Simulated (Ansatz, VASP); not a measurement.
## One calculation of HfS2, two programs

The input INCAR:

```
PREC = Accurate
ENCUT = 520
EDIFF = 1E-7
ISMEAR = 0
SIGMA = 0.05
LREAL = F
LASPH = T
NELM = 100
ALGO = Normal
ISIF = 2
LWAVE = F
LCHARG = F
LDIPOL = T
IDIPOL = 3
DIPOL = 0.5 0.5 0.255
GGA = PE
IVDW = 12
NBANDS = 18
```

Contents of KPOINTS:

```
Automatic mesh
0
Gamma
  9 9 1
```

POSCAR

```
HfS2
1.0
    3.6183310015      0.0000000000      0.0000000000
   -1.8091655007      3.1335665666      0.0000000000
    0.0000000000      0.0000000000     23.3211620379
S Hf
2 1
Direct
    0.6666666667      0.3333333333      0.1929577948
    0.3333333333      0.6666666667      0.3177620826
    0.0000000000      0.0000000000      0.2553599387
```

Input for Ansatz:

```yaml
crystal:
  lattice:
    - [3.6183310015, 0.0, 0.0]
    - [-1.8091655007, 3.1335665666, 0.0]
    - [0.0, 0.0, 23.3211620379]
  atoms:
    - { symbol: S, position: [0.6666666667, 0.3333333333, 0.1929577948] }
    - { symbol: Hf, position: [0.0, 0.0, 0.2553599387] }
    - { symbol: S, position: [0.3333333333, 0.6666666667, 0.3177620826] }
basis:
  ecutwfc: 420
kpoints:
  mp_grid: { grid: [9, 9, 1] }
hamiltonian:
  xc: pbe
  dispersion: d3bj
scf:
  occupations: { method: gaussian, width: 0.05 }
output:
  forces: true
  eigenvalues: true
efield:
  axis: 3
  dipole_correction: true
  ramp_width: 0.04
```

Alike in both runs: task single point; functional PBE; dispersion D3(BJ); k mesh 9 × 9 × 1; occupations gaussian, width 0.05 eV; no spin polarisation.

|  | VASP | Ansatz |
| --- | --- | --- |
| version | VASP 6.6.1 | Ansatz 0.2.0 |
| potentials or method | VASP PAW PBE potentials, release 64 (S, Hf_pv) | scalar-relativistic, plane waves, PAW |
| plane-wave cutoff (eV) | 520 | 420 |
| valence electrons in the cell | 22 | 38 |

```csv
,VASP,Ansatz,Ansatz less VASP
gap on the k mesh at the Fermi level (eV),1.25,1.23,-0.015
least direct gap on the mesh (eV),2.08,2.06,-0.020
rms of the force components (eV/Å),0.031,0.000,-0.0310
```

With one functional, cell and mesh, what is left measures potentials, basis and numerics. The two sets of potentials don't hold the same shells in valence.

Caveats: spin-orbit coupling is left out, which moves the levels of the heavy elements.
